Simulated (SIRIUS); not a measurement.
## BaS under changes of volume

One of the cells (33.228 Å³/atom); the others are scaled copies at fixed shape and fractional positions:

```
Ba S
1.0
     0.00000    3.21490    3.21490
     3.21490    0.00000    3.21490
     3.21490    3.21490    0.00000
Ba S
1 1
Direct
  0.00000 0.00000 0.00000
  0.50000 0.50000 0.50000
```

* Program: SIRIUS 7.12.0
* Functional: PBE
* Potentials or basis: all-electron FP-LAPW
* Cutoff: 170 eV
* Basis: apw+lo standard
* k mesh: 7 × 7 × 7
* Occupations: fermi-dirac, width 0.05 eV
* Spin: no spin polarisation

```tsv
volume (Å³/atom)	energy over the lowest point (meV/atom)	gap on the mesh (eV)
30.622	30.50	2.17
31.273	16.42	2.20
31.925	?	?
33.228	0.00	2.29
33.879	1.75	2.32
34.531	6.38	2.34
```

What does the run at 31.925 Å³/atom give?

Energy over the lowest point 6.98 meV/atom; gap on the mesh 2.24 eV.

Worked out: A Birch-Murnaghan fit of order 3 (a polynomial in V^(-2/3)) to the other rows has its minimum at 33.21 Å³/atom with B0 = V·E''(V) = 42 GPa and B' = 4.7. It gives 6.94 meV/atom at 31.925 Å³/atom, against the run's 6.98. A straight line through the other rows of the gap, of slope 1.44 eV per unit of ln V, gives 2.23 eV, against the run's 2.24.

Energies are extrapolated to zero smearing.

Caveats: spin-orbit coupling is left out, which moves the levels of the heavy elements; an odd mesh through Γ misses points on the zone boundary, where band edges often lie.
